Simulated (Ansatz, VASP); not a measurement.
One calculation of LiF, two programs

INCAR

```
ALGO = Normal
EDIFF = 1E-6
ENCUT = 520
GGA = PE
ISIF = 2
ISMEAR = 0
LASPH = T
LCHARG = F
LREAL = F
LWAVE = F
NBANDS = 30
NELM = 100
PREC = Accurate
SIGMA = 0.1
```

Contents of KPOINTS:

```
k-points
0
Gamma
  4 4 4
```

File POSCAR:

```
LiF
1.0
   -1.4178328412     -2.7474269248      0.0000000000
   -4.2534985235      2.7474269248      0.0000000000
    1.4178328412      0.0000000000     -4.8627755632
Li F
4 4
Direct
    0.5918311645      0.5918311645      0.3673246580
    0.0918311645      0.0918311645      0.3673246580
    0.4668311645      0.9668311645      0.8673246580
    0.9668311645      0.4668311645      0.8673246580
    0.9081688355      0.9081688355      0.6326753420
    0.4081688355      0.4081688355      0.6326753420
    0.2831688355      0.7831688355      0.1326753420
    0.7831688355      0.2831688355      0.1326753420
```

Input for Ansatz:

```yaml
crystal:
  lattice:
    - [-1.4178328412, -2.7474269248, 0.0]
    - [-4.2534985235, 2.7474269248, 0.0]
    - [1.4178328412, 0.0, -4.8627755632]
  atoms:
    - { symbol: Li, position: [0.5918311645, 0.5918311645, 0.367324658] }
    - { symbol: Li, position: [0.0918311645, 0.0918311645, 0.367324658] }
    - { symbol: Li, position: [0.4668311645, 0.9668311645, 0.867324658] }
    - { symbol: Li, position: [0.9668311645, 0.4668311645, 0.867324658] }
    - { symbol: F, position: [0.9081688355, 0.9081688355, 0.632675342] }
    - { symbol: F, position: [0.4081688355, 0.4081688355, 0.632675342] }
    - { symbol: F, position: [0.2831688355, 0.7831688355, 0.132675342] }
    - { symbol: F, position: [0.7831688355, 0.2831688355, 0.132675342] }
basis:
  ecutwfc: 420
kpoints:
  mp_grid: { grid: [4, 4, 4] }
hamiltonian:
  xc: pbe
scf:
  occupations: { method: gaussian, width: 0.1 }
  lower_state_search: "off"
output:
  forces: true
  stress: true
  eigenvalues: true
```

Alike in both runs: task single point; functional PBE; k mesh 4 × 4 × 4; occupations gaussian, width 0.1 eV; no spin polarisation.

|  | VASP | Ansatz |
| --- | --- | --- |
| version | VASP 6.6.1 | Ansatz 0.2.0 |
| potentials or method | VASP PAW PBE potentials, release 64 (Li_sv, F) | scalar-relativistic, plane waves, PAW |
| plane-wave cutoff (eV) | 520 | 420 |
| valence electrons in the cell | 40 | 40 |

|  | VASP | Ansatz | Ansatz less VASP |
| --- | --- | --- | --- |
| gap on the k mesh at the Fermi level (eV) | 7.79 | 7.80 | +0.009 |
| least direct gap on the mesh (eV) | 7.79 | 7.80 | +0.009 |

Caveats: the k mesh is coarse (spacing up to 0.52 Å⁻¹), so the values aren't converged. A k mesh can miss the band edges.
